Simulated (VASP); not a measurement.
# Si (Fd-3m) in VASP: a series of runs, part 2 of 2

VASP 6.6.1. Earlier steps stand in the parts before.

## 3. Relaxation of cell and atoms, PBEsol, target pressure 6 GPa, at which the enthalpy is minimised

File INCAR:

```
PREC = Accurate ; ENCUT = 600
EDIFF = 1E-6 ; ISMEAR = -1
SIGMA = 0.05 ; LREAL = False
LASPH = True ; NELM = 60
ALGO = Fast ; ISIF = 3
LWAVE = False ; LCHARG = False
GGA = PS ; IBRION = 2
NSW = 40 ; EDIFFG = -0.01
PSTRESS = 60
```

File KPOINTS:

```
regular mesh
0
Gamma
  11 11 11
```

File POSCAR:

```
Si
1.0
    0.0000000000      2.7155000000      2.7155000000
    2.7155000000      0.0000000000      2.7155000000
    2.7155000000      2.7155000000      0.0000000000
Si
2
Direct
    0.0000000000      0.0000000000      0.0000000000
    0.2500000000      0.2500000000      0.2500000000
```

Potentials or basis: VASP PAW PBE potentials, release 64 (Si).

On the command line:

```
cat potpaw_PBE.64/Si/POTCAR > POTCAR
mpirun -np 1 vasp_std > vasp.out
```

Wall time 25 s (1 thread of Intel Xeon 6975P-C (Granite Rapids), shared host); peak memory 0.18 GiB.

The run converged. Its results:

```
Free energy                                            : -11.4541 eV
Relaxed volume                                         : 18.98 Å³/atom
Relaxed cell                                           : a = 3.772 Å, b = 3.772 Å, c = 3.772 Å, α = 60.00°, β = 60.00°, γ = 60.00°
Space group after relaxing (to 0.05 Å)                 : Fd-3m (No. 227)
Energy change on relaxing (the enthalpy is what falls) : +19.4 meV/atom
Ionic steps                                            : 3
Pressure after relaxing                                : 6.0 GPa
Band gap on the k mesh                                 : 0.37 eV, indirect (least direct gap 2.54 eV)
```

The path:
```
step  energy change (eV)  largest force (eV/Å)  pressure (GPa)  volume (Å³)
   1              0.0000                0.0000            0.26        40.05
   2              0.1490                0.0000           12.74        36.03
   3              0.0389                0.0000            5.96        37.95
```

Final structure:
```cif
data_structure
_symmetry_space_group_name_H-M 'P 1'
_symmetry_Int_Tables_number 1
_cell_length_a 3.7721
_cell_length_b 3.7721
_cell_length_c 3.7721
_cell_angle_alpha 60.000
_cell_angle_beta 60.000
_cell_angle_gamma 60.000
_cell_volume 37.95
loop_
_atom_site_label
_atom_site_type_symbol
_atom_site_fract_x
_atom_site_fract_y
_atom_site_fract_z
_atom_site_occupancy
Si1 Si 0.00000 0.00000 0.00000 1
Si2 Si 0.25000 0.25000 0.25000 1
```

Levels at points of the mesh, in eV from the valence-band top:
```
           k point  band 2  band 3  band 4  band 5  band 6  band 7
(0.00, 0.00, 0.00)    0.00    0.00    0.00    2.54    2.54    2.54
```

Caveat: the cell is relaxed towards a set pressure, so the enthalpy falls and the energy may rise; the PAW data sets were made with another functional, which shifts forces and pressure a little; an odd mesh through Γ misses points on the zone boundary, where band edges often lie.

## 4. Relaxation of cell and atoms, PBEsol, target pressure 9 GPa, at which the enthalpy is minimised

Changes to INCAR since step 3:

```diff
@@ -8,2 +8,2 @@
 NSW = 40 ; EDIFFG = -0.01
-PSTRESS = 60
+PSTRESS = 90
```

KPOINTS is that of step 3.

POSCAR is that of step 3.

Potentials or basis: VASP PAW PBE potentials, release 64 (Si).

On the command line:

```
cat potpaw_PBE.64/Si/POTCAR > POTCAR
mpirun -np 1 vasp_std > vasp.out
```

OUTCAR:

```text
PREC = Accurate
   ENCUT = 600
   EDIFF = 1E-6
   ISMEAR = -1
   LREAL = False
   LASPH = True
   NELM = 60
   ISIF = 3
   GGA = PS
   IBRION = 2
   NSW = 40
   EDIFFG = -0.01
   PSTRESS = 90

 ion  position               nearest neighbor table
   1  0.000  0.000  0.000-   2 2.35   2 2.35   2 2.35   2 2.35
   2  0.250  0.250  0.250-   1 2.35   1 2.35   1 2.35   1 2.35

  LATTYP: Found a face centered cubic cell.
 ALAT       =     5.4310000000

  Lattice vectors:

 A1 = (   0.0000000000,   2.7155000000,   2.7155000000)
 A2 = (   2.7155000000,   0.0000000000,   2.7155000000)
 A3 = (   2.7155000000,   2.7155000000,   0.0000000000)

Analysis of symmetry for initial positions (statically):
=====================================================================
 Subroutine PRICEL returns:
 Original cell was already a primitive cell.

 Routine SETGRP: Setting up the symmetry group for a
 face centered cubic supercell.

 Subroutine GETGRP returns: Found 48 space group operations
 (whereof 24 operations were pure point group operations)
 out of a pool of 48 trial point group operations.

The static configuration has the point symmetry T_d .
 The point group associated with its full space group is O_h .

Analysis of symmetry for dynamics (positions and initial velocities):
=====================================================================
 Subroutine PRICEL returns:
 Original cell was already a primitive cell.

 Routine SETGRP: Setting up the symmetry group for a
 face centered cubic supercell.

 Subroutine GETGRP returns: Found 48 space group operations
 (whereof 24 operations were pure point group operations)
 out of a pool of 48 trial point group operations.

The dynamic configuration has the point symmetry T_d .
 The point group associated with its full space group is O_h .

 Subroutine INISYM returns: Found 48 space group operations
 (whereof 24 operations are pure point group operations),
 and found     1 'primitive' translations

----------------------------------------------------------------------------------------
[... 120 lines left out ...]
   AEXX    =    0.0000 exact exchange contribution
   IVDW    =     0    specifies the selected vdW correction
   LEPSILON=     F    determine dielectric tensor
   LRPA    =     F    only Hartree local field effects (RPA)
 conjugate gradient relaxation of ions
 non-spin polarized calculation
 RMM-DIIS sequential band-by-band and
  energy-cutoff  :      600.00
  volume of cell :       40.05
 maximum number of plane-waves:      1363
   NGX = 15   NGY = 15   NGZ = 15

--------------------------------------- Ionic step        1  -------------------------------------------

 number of electron       7.9999999 magnetization

 Free energy of the ion-electron system (eV)
  ---------------------------------------------------
  ext. energy  EPLUGINS =         0.00000000
  ---------------------------------------------------
  free energy    TOTEN  =       -11.49293626 eV

  energy without entropy =      -11.49288711  energy(sigma->0) =      -11.49291168

------------------------ aborting loop because EDIFF is reached ----------------------------------------

  FORCE on cell =-STRESS in cart. coord.  units (eV):
  Direction    XX          YY          ZZ          XY          YZ          ZX
  --------------------------------------------------------------------------------------
  -------------------------------------------------------------------------------------
  Total        0.0648681      0.0648681      0.0648681      0.0000000     -0.0000000      0.0000000
  in kB        2.5951494      2.5951494      2.5951494      0.0000000     -0.0000000      0.0000000
  external PRESSURE =     -87.4048506 kB  Pullay stress =      90.0000000 kB
[... 25 lines left out ...]
--------------------------------------- Ionic step        2  -------------------------------------------

 number of electron       8.0000000 magnetization

 E-fermi :   7.6056     XC(G=0): -10.1891

 val. band max:        7.5592952157   @ k =   0.0000   0.0000   0.0000
 cond. band min:       7.6850822791   @ k =   0.4545   0.4545   0.0000
 fundamental gap:      0.1257870634
 Fermi energy:         7.6055927810

 k-point     1 :       0.0000    0.0000    0.0000
  band No.  band energies     occupation
      1      -5.6325      2.00000
      2       7.5593      1.43251
      3       7.5593      1.43251
      4       7.5593      1.43251
      5      10.1245      0.00000
      6      10.1245      0.00000
      7      10.1245      0.00000
      8      12.8284      0.00000
[... 328 lines left out ...]
--------------------------------------- Ionic step        4  -------------------------------------------

 number of electron       8.0000000 magnetization

 Free energy of the ion-electron system (eV)
  ---------------------------------------------------
  ext. energy  EPLUGINS =         0.00000000
  ---------------------------------------------------
  free energy    TOTEN  =       -11.41051444 eV

  energy without entropy =      -11.41034902  energy(sigma->0) =      -11.41043173

 E-fermi :   6.7577     XC(G=0):  -9.8578

 val. band max:        6.6147402785   @ k =   0.0000   0.0000   0.0000
 cond. band min:       6.9333623348   @ k =   0.4545   0.4545   0.0000
 fundamental gap:      0.3186220563
 Fermi energy:         6.7577472270

 k-point     1 :       0.0000    0.0000    0.0000
  band No.  band energies     occupation
      1      -5.9368      2.00000
      2       6.6147      1.89168
      3       6.6147      1.89168
      4       6.6147      1.89168
      5       9.1595      0.00000
      6       9.1595      0.00000
      7       9.1595      0.00000
      8      10.8588      0.00000
[... 286 lines left out ...]
  energy  without entropy=      -11.4103490240  energy(sigma->0) =      -11.41043173

  enthalpy is  TOTEN    =        -9.3311880201 eV   P V=        2.0793264220

 reached required accuracy - stopping structural energy minimisation
```

CONTCAR:

```text
Si
   1.00000000000000
     0.0000000000000000    2.6451699672056814    2.6451699672056814
     2.6451699672056814   -0.0000000000000000    2.6451699672056814
     2.6451699672056814    2.6451699672056814    0.0000000000000000
  Si
     2
Direct
     1.0000000000000000    1.0000000000000000    1.0000000000000000
     0.2500000000000000    0.2500000000000000    0.2500000000000000

  0.00000000E+00  0.00000000E+00  0.00000000E+00
  0.00000000E+00  0.00000000E+00  0.00000000E+00
```

Wall time 23 s (1 thread of Intel Xeon 6975P-C (Granite Rapids), shared host); peak memory 0.18 GiB.

What came out:

* Free energy: -11.4105 eV
* Relaxed volume: 18.51 Å³/atom
* Relaxed cell: a = 3.741 Å, b = 3.741 Å, c = 3.741 Å, α = 60.00°, β = 60.00°, γ = 60.00°
* Space group after relaxing (to 0.05 Å): Fd-3m (No. 227)
* Energy change on relaxing (the enthalpy is what falls): +41.2 meV/atom
* Ionic steps: 4
* Pressure after relaxing: 9.0 GPa
* Band gap on the k mesh: 0.32 eV, indirect (least direct gap 2.54 eV)

The path:
```tsv
step	energy change (eV)	largest force (eV/Å)	pressure (GPa)	volume (Å³)
1	0.0000	0.0000	0.26	40.05
2	0.3605	0.0000	21.77	34.04
3	0.0792	0.0000	8.84	37.07
4	0.0824	0.0000	9.04	37.02
```

Final structure:
```xyz
2
Lattice="0.0000 2.6452 2.6452 2.6452 0.0000 2.6452 2.6452 2.6452 0.0000" Properties=species:S:1:pos:R:3 pbc="T T T"
Si    5.2903    5.2903    5.2903
Si    1.3226    1.3226    1.3226
```

Levels at points of the mesh, in eV from the valence-band top:
| k point | band 1 | band 2 | band 3 | band 4 | band 5 | band 6 | band 7 | band 8 |
| --- | --- | --- | --- | --- | --- | --- | --- | --- |
| (0.00, 0.00, 0.00) | -12.55 | 0.00 | 0.00 | 0.00 | 2.54 | 2.54 | 2.54 | 4.24 |

Caveat: the cell is relaxed towards a set pressure, so the enthalpy falls and the energy may rise; the PAW data sets were made with another functional, which shifts forces and pressure a little; an odd mesh through Γ misses points on the zone boundary, where band edges often lie. PBEsol gaps usually lie below the measured ones, often by a third to a half.

## 5. Summary

| cell | P gpa | target pressure | gap on the mesh (eV) | pressure (GPa) |
| --- | --- | --- | --- | --- |
| relaxed to 3 GPa | 3 | 3 GPa | 0.43 | 3.0 |
| relaxed to 6 GPa | 6 | 6 GPa | 0.37 | 6.0 |
| relaxed to 9 GPa | 9 | 9 GPa | 0.32 | 9.0 |

Alike in all rows: task relaxation of cell and atoms; level PBEsol; potentials or basis VASP PAW PBE potentials, release 64 (Si); no spin polarisation; k mesh 11 × 11 × 11; cutoff (eV) 600; smearing fermi-dirac 0.05 eV.

Caveats: the cell is relaxed towards a set pressure, so the enthalpy falls and the energy may rise; the PAW data sets were made with another functional, which shifts forces and pressure a little; an odd mesh through Γ misses points on the zone boundary, where band edges often lie.

Absolute energies hang on the potentials; compare differences alone.
